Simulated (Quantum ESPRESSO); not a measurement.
C: equation of state with PBEsol

**What was measured.**

From “Equation of state of cubic boron nitride at high pressures and temperatures”, 2007, arxiv:cond-mat/0702656, for a bulk crystal of C: bulk modulus 442 ± 5 GPa.

Crystal: C.

```
CELL_PARAMETERS angstrom
0.00000 1.78337 1.78337
1.78337 0.00000 1.78337
1.78337 1.78337 0.00000
ATOMIC_POSITIONS crystal
C 0.75000 0.75000 0.75000
C 0.50000 0.50000 0.50000
```

This isn't the form of C at room conditions, which is graphite.

```
Program             : Quantum ESPRESSO 7.5
Task                : equation of state
Functional          : PBEsol
Potentials or basis : GBRV 1.5 PBEsol
Cutoff              : 612 eV
Density cutoff      : 4898 eV
k mesh              : 13 × 13 × 13
Occupations         : fermi-dirac, width 0.05 eV
Spin                : no spin polarisation
```

```yaml
Equilibrium_volume: 5.62 Å³/atom
Bulk_modulus: 449 GPa
Pressure_derivative_of_the_bulk_modulus: 3.7
```

Energy against volume, from the lowest point:
```csv
volume (Å³/atom),energy (meV/atom)
5.332,21.15
5.445,6.92
5.558,0.09
5.672,0.00
5.785,6.02
5.899,17.66
6.012,34.36
```

All runs of the series together: 28 s on 2 threads of Intel(R) Xeon(R) Platinum 8259CL CPU @ 2.50GHz (Skylake/Cascade Lake), on a shared host.

Against the measured bulk modulus of C, 442 GPa (quoted in “Equation of state of cubic boron nitride at high pressures and temperatures”, 2007, arxiv:cond-mat/0702656), the calculated 449 GPa is off by +1.5 %. 3 values of this kind are on record (442 to 444.8 GPa); this one was drawn at random among those near their median, those with a stated uncertainty first. The fit is for a static lattice scaled at fixed shape and fixed fractional positions. The cell as given is a measured one (5.67 Å³/atom); PBEsol puts the equilibrium volume -1.0 % from it, thermal expansion not counted.
